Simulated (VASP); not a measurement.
## MgI2 (strained 1T (CdI2) bulk), PBE single-point calculation: Ansatz's output and VASP's

```cif
data_structure
_symmetry_space_group_name_H-M 'P 1'
_symmetry_Int_Tables_number 1
_cell_length_a 4.0949
_cell_length_b 4.0949
_cell_length_c 6.7702
_cell_angle_alpha 90.000
_cell_angle_beta 90.000
_cell_angle_gamma 120.000
_cell_volume 98.31
loop_
_atom_site_label
_atom_site_type_symbol
_atom_site_fract_x
_atom_site_fract_y
_atom_site_fract_z
_atom_site_occupancy
Mg1 Mg 0.00000 0.00000 0.00000 1
I1 I 0.33333 0.66667 0.24791 1
I2 I 0.66667 0.33333 0.75209 1
```

Ansatz printed

```
SCF 1 converged in 7 iterations: F = -16952.737177 eV  dr2 = 6.58e-9
  greatest PAW one-centre occupation: 1.000 electrons in one spin orbital (limit 2), on the Mg atom at site 0 (counted from 0), in its partial waves of l = 0
NSCF: frozen V_eff on 7 k-points
SCF converged after 7 iterations
Free energy (F): -16952.737177 eV
Harris-Foulkes:  -16952.737177 eV  (|F-HF|=7.28e-12)
Internal energy: -16952.737177 eV  (E = F + TS)
E sigma→0 (E₀):  -16952.737177 eV
Fermi energy:    7.196876 eV
--- Per-component energies (eV) ---
  E_band       = -1103.531135
  E_kinetic    = 454.774994
  E_local      = -5668.349386  (includes V_loc(G=0)·N_el)
  E_nonlocal   = -85.598940
  E_hartree    = 2677.290518
  E_xc         = -285.689444
  E_vxc        = -295.406428  (∫ρ·V_xc dr)
  E_paw        = -9926.189272  (= ΣΔE_a)
  E_vpaw       = -863.528897  (= ΣTr[D̂ρ^β])
  E_aug_tail   = -0.000045  (compensation charges beyond the density's cutoff)
  E_ewald      = -4118.975603
  E_smearing   = -0.000000  (= −TS)
  E_closure    = -0.000000  (closes the sum)
  Σ components = -16952.737177   (vs F -16952.737177, Δ=0.00e0)
--- Forces (eV/Å), atoms counted from 1 ---
  atom   1  Mg    -0.00000000     0.00000000     0.00000000
  atom   2  I      0.00000000     0.00000000     0.02013612
  atom   3  I      0.00000000    -0.00000000    -0.02013612
  max |Σ_I F_I| component: 3.47e-18 eV/Å
--- Stress (GPa, compression-positive) ---
        2.243869       0.000000       0.000000
       -0.000000       2.243869      -0.000000
        0.000000       0.000000       1.991863
  P = ⅓ Tr σ = 2.1599 GPa (21.599 kbar)
--- Band table (eV; the first three rows and the last of 69) ---
  k-point 0: bands = ["-69.7724", "-38.2713", "-38.2713", "-38.2710", "-38.2710", "-38.2633", "-38.2633", "-38.2627", "-38.2627", "-38.2591", "-38.2587", "-36.5261", "-36.5261", "-36.5237", "-6.7932", "-6.0250", "1.6672", "4.9959", "4.9959", "5.4023", "5.4023", "5.4367", "9.2616", "10.2685", "12.2559", "12.2559"]
  k-point 1: bands = ["-69.7724", "-38.2713", "-38.2713", "-38.2710", "-38.2710", "-38.2632", "-38.2632", "-38.2628", "-38.2628", "-38.2590", "-38.2588", "-36.5261", "-36.5261", "-36.5237", "-6.7159", "-6.1323", "2.0318", "4.6926", "5.0445", "5.0445", "5.3511", "5.3511", "9.8210", "10.3326", "12.1396", "12.1396"]
  k-point 2: bands = ["-69.7724", "-38.2714", "-38.2714", "-38.2709", "-38.2709", "-38.2631", "-38.2631", "-38.2629", "-38.2629", "-38.2589", "-38.2589", "-36.5261", "-36.5261", "-36.5237", "-6.5943", "-6.2831", "2.6600", "3.7774", "5.1213", "5.1213", "5.2719", "5.2719", "10.2935", "10.3801", "12.0447", "12.0447"]
  k-point 68: bands = ["-69.7724", "-38.2707", "-38.2704", "-38.2704", "-38.2704", "-38.2633", "-38.2633", "-38.2632", "-38.2631", "-38.2582", "-38.2582", "-36.5272", "-36.5272", "-36.5231", "-5.8185", "-5.8185", "2.1878", "2.5129", "2.5129", "3.0537", "4.8499", "4.8499", "10.3207", "11.0917", "11.0917", "12.6770"]
```

The two codes use different PAW datasets and cutoffs. VASP's cell holds 16 valence electrons and Ansatz's 44. Ansatz's stress includes a Pulay correction; VASP's doesn't.

Problem. What does VASP give for the same cell and level of theory?

Solution. gap between bands v and c 3.47 eV; least direct gap 3.81 eV; pressure 2.1 GPa; largest force 0.01 eV/Å.

From OUTCAR

```
k-points           NKPTS =     69   k-points in BZ     NKDIM =     69   number of bands    NBANDS=     15

   NELECT =      16.0000    total number of electrons

   dimension x,y,z NGX =    30 NGY =   30 NGZ =   50
   dimension x,y,z NGXF=    60 NGYF=   60 NGZF=  100

  energy-cutoff  :      520.00
  volume of cell :       98.31
      direct lattice vectors                 reciprocal lattice vectors
     4.094854864  0.000000000  0.000000000     0.244208900  0.140994074  0.000000000
    -2.047427432  3.546248337  0.000000000     0.000000000  0.281988148  0.000000000
     0.000000000  0.000000000  6.770225355     0.000000000  0.000000000  0.147705571

 k-points in reciprocal lattice and weights: KPOINTS created by Atomic Simulation Env
   0.00000000  0.00000000  0.00000000       0.002
   0.08333333  0.00000000  0.00000000       0.010
   0.16666667  0.00000000  0.00000000       0.010
   0.25000000  0.00000000  0.00000000       0.010
   0.33333333  0.00000000  0.00000000       0.010
   0.41666667  0.00000000  0.00000000       0.010
   0.50000000  0.00000000  0.00000000       0.005
   0.08333333  0.08333333  0.00000000       0.010
   ...

 E-fermi :   3.1410

 k-point     1 :       0.0000    0.0000    0.0000
  band No.  band energies     occupation
      1      -9.5077      2.00000
      2      -8.7400      2.00000
      3      -1.0472      2.00000
      4       2.2820      2.00000
      5       2.2820      2.00000
      6       2.6881      2.00000
      7       2.6881      2.00000
      8       2.7254      2.00000
      9       6.5325      0.00000
     10       7.5389      0.00000
     11       9.5080      0.00000
     12       9.5080      0.00000
     13      10.1369      0.00000
     14      10.9151      0.00000
     15      10.9151      0.00000

 k-point     2 :       0.0833    0.0000    0.0000
  band No.  band energies     occupation
      1      -9.4679      2.00000
      2      -8.7183      2.00000
      3      -0.9911      2.00000
      4       1.9627      2.00000
      5       2.1810      2.00000
      6       2.3921      2.00000
      7       2.6800      2.00000
      8       2.6993      2.00000
      9       6.8650      0.00000
     10       7.8485      0.00000
     11       9.1056      0.00000
     12       9.6251      0.00000
     13      10.3945      0.00000
     14      10.6252      0.00000
     15      11.0358      0.00000

 k-point     3 :       0.1667    0.0000    0.0000
  band No.  band energies     occupation
      1      -9.3538      2.00000
      2      -8.6593      2.00000
      3      -0.8312      2.00000
      4       1.2305      2.00000
      5       1.7607      2.00000
      6       1.9545      2.00000
      7       2.6123      2.00000
      8       2.6210      2.00000
      9       7.4239      0.00000
     10       8.1659      0.00000
     11       8.9868      0.00000
     12       9.8601      0.00000
     13       9.8967      0.00000
     14      10.6927      0.00000
     15      11.3005      0.00000

 k-point     4 :       0.2500    0.0000    0.0000
  band No.  band energies     occupation
      1      -9.1825      2.00000
      2      -8.5821      2.00000
      3      -0.6102      2.00000
      4       0.4519      2.00000
      5       1.0953      2.00000
      6       1.7034      2.00000
      7       2.4447      2.00000
      8       2.5090      2.00000
      9       7.2781      0.00000
     10       8.2163      0.00000
     11       9.0026      0.00000
     12       9.9169      0.00000
     13       9.9243      0.00000
     14      10.8353      0.00000
     15      11.7693      0.00000

 k-point     5 :       0.3333    0.0000    0.0000
  band No.  band energies     occupation
      1      -8.9841      2.00000
      2      -8.5158      2.00000
      3      -0.5655      2.00000
      4      -0.0149      2.00000
      5       0.5999      2.00000
      6       1.4893      2.00000
      7       2.1852      2.00000
      8       2.3863      2.00000
      9       6.8168      0.00000
     10       8.1961      0.00000
     11       8.5226      0.00000
     12       9.7948      0.00000
     13      10.3217      0.00000
     14      11.5848      0.00000
     15      11.9501      0.00000

 k-point     6 :       0.4167    0.0000    0.0000
  band No.  band energies     occupation
      1      -8.8056      2.00000
      2      -8.4888      2.00000
      3      -0.8741      2.00000
      4      -0.1308      2.00000
      5       0.5488      2.00000
      6       1.3485      2.00000
      7       1.8741      2.00000
      8       2.2951      2.00000
      9       6.4934      0.00000
     10       8.0816      0.00000
     11       8.2026      0.00000
     12       9.6730      0.00000
     13      10.6136      0.00000
     14      11.9118      0.00000
     15      12.6609      0.00000

 ...

  Total        1.3385306      1.3385306      1.1894013      0.0000000     -0.0000000     -0.0000000
  in kB       21.8136385     21.8136385     19.3833217      0.0000000     -0.0000000     -0.0000000
  external PRESSURE =      21.0035329 kB  Pullay stress =       0.0000000 kB

 POSITION                                       TOTAL-FORCE (eV/Angst)
 -----------------------------------------------------------------------------------
      0.00000      0.00000      0.00000         0.000000      0.000000      0.000000
      0.00000      2.36417      1.67841         0.000000      0.000000      0.010605
      2.04743      1.18208      5.09182        -0.000000      0.000000     -0.010605
 -----------------------------------------------------------------------------------
    total drift:                                0.000000     -0.000000     -0.000000

  FREE ENERGIE OF THE ION-ELECTRON SYSTEM (eV)
  ---------------------------------------------------
  free  energy   TOTEN  =        -7.6550037408 eV

  energy  without entropy=       -7.6550037408  energy(sigma->0) =       -7.65500374
```
